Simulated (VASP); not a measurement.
# C in VASP: how settings move the r2SCAN single point

The r2SCAN single point of C (diamond) is repeated with altered inputs. Which of them can be trusted?

Code: VASP 6.6.1. PAW datasets, plane waves. Computed at 0 K without zero-point motion; spin polarisation is off.

### Step 1. The cell

The cell comes from an earlier relaxation with r2SCAN in another program.

The symmetry is Fd-3m (No. 227, cubic); a = 3.560 Å in the conventional setting, 5.64 Å³ an atom. Near C stand 4 C at 1.54 Å.

As a file:

```xyz
2
Lattice="0.0000 1.7801 1.7801 1.7801 0.0000 1.7801 1.7801 1.7801 0.0000" Properties=species:S:1:pos:R:3 pbc="T T T"
C     0.0000    0.0000    0.0000
C     0.8901    0.8901    0.8901
```

### Step 2. Reference

INCAR

```
ENCUT = 520.000000
SIGMA = 0.010000
EDIFF = 1.00e-07
ALGO = Normal
METAGGA = R2SCAN
PREC = Accurate
IBRION = -1
ISIF = 2
ISMEAR = 0
NBANDS = 11
NELM = 120
NSW = 0
LASPH = .TRUE.
LCHARG = .TRUE.
LELF = .TRUE.
LWAVE = .FALSE.
LREAL = .FALSE.
```

KPOINTS

```
KPOINTS created by Atomic Simulation Environment
0
Gamma
12 12 12
0 0 0
```

POSCAR

```
C
 1.0000000000000000
     0.0000000000000000    1.7801241435693234    1.7801241435693234
     1.7801241435693234   -0.0000000000000000    1.7801241435693234
     1.7801241435693234    1.7801241435693234   -0.0000000000000000
 C
   2
Cartesian
  0.0000000000000000  0.0000000000000000 -0.0000000000000000
  0.8900620717846617  0.8900620717846617  0.8900620717846617
```

A file KPOINTS_OPT adds named points for the levels; it doesn't enter the self-consistent loop.

Potentials: the recommended PBE PAW datasets, 8 valence electrons.

On the command line:

```sh
$ mpirun -np 1 vasp_std
```

### Step 3. Altered input 1

INCAR

```
ENCUT = 520.000000
SIGMA = 0.010000
EDIFF = 1.00e-07
ALGO = Normal
PREC = Accurate
IBRION = -1
ISIF = 2
ISMEAR = 0
NELM = 120
NSW = 0
LASPH = .TRUE.
LCHARG = .FALSE.
LWAVE = .FALSE.
LREAL = .FALSE.
METAGGA = MBJ
NBANDS = 6
```

KPOINTS is that of step 2.

POSCAR is that of step 2.

### Step 4. Altered input 2

INCAR

```
ENCUT = 520.000000
SIGMA = 0.010000
EDIFF = 1.00e-07
ALGO = Normal
PREC = Accurate
IBRION = -1
ISIF = 2
ISMEAR = 0
NBANDS = 11
NSW = 0
LASPH = .TRUE.
LCHARG = .FALSE.
LWAVE = .FALSE.
LREAL = .FALSE.
METAGGA = MBJ
NELM = 62
```

KPOINTS is that of step 2.

POSCAR is that of step 2.

### Step 5. Altered input 3

INCAR

```
ENCUT = 520.000000
SIGMA = 0.010000
EDIFF = 1.00e-07
METAGGA = R2SCAN
PREC = Accurate
IBRION = -1
ISIF = 2
ISMEAR = 0
NBANDS = 11
NSW = 0
LASPH = .TRUE.
LCHARG = .FALSE.
LWAVE = .FALSE.
LREAL = .FALSE.
ALGO = Damped
TIME = 0.1
ISYM = -1
NELM = 80
```

KPOINTS

```
KPOINTS created by Atomic Simulation Environment
0
Gamma
4 4 4
0 0 0
```

POSCAR is that of step 2.

### Step 6. Altered input 4

Changes to INCAR since step 2:

```diff
@@ -10,8 +10,7 @@
 NBANDS = 11
-NELM = 120
 NSW = 0
 LASPH = .TRUE.
-LCHARG = .TRUE.
-LELF = .TRUE.
+LCHARG = .FALSE.
 LWAVE = .FALSE.
 LREAL = .FALSE.
+NELM = 3
```

KPOINTS is that of step 2.

POSCAR is that of step 2.

**Question.** What will these runs give? Wanted: for each run, changed; ending; energy change; pressure; electronic steps; usable.

**Answer**, as computed:

| run | changed | ending | energy change (meV/atom) | pressure (GPa) | gap on the mesh (eV; negative: overlap) | electronic steps | time | usable |
| --- | --- | --- | --- | --- | --- | --- | --- | --- |
| ref. | – | converged | 0 | 1.1 | 4.36 | 12 | 26 s | yes |
| 1 | METAGGA = MBJ, NBANDS = 6 | converged | – | – | 4.99 | 34 | 18 s | yes |
| 2 | METAGGA = MBJ, NELM = 62 | converged | – | – | 4.99 | 34 | 27 s | yes |
| 3 | ALGO = Damped, TIME = 0.1, ISYM = -1, NELM = 80, mesh 4×4×4 | converged | 71.4 | 2.2 | 4.64 | 34 | 68 s | no |
| 4 | NELM = 3 | not converged | – | – | – | 3 | 10 s | no |

What this shows: Of 4 altered inputs, 1 gave no result, 1 ended normally on a faulty or unsound input, 2 gave usable results.
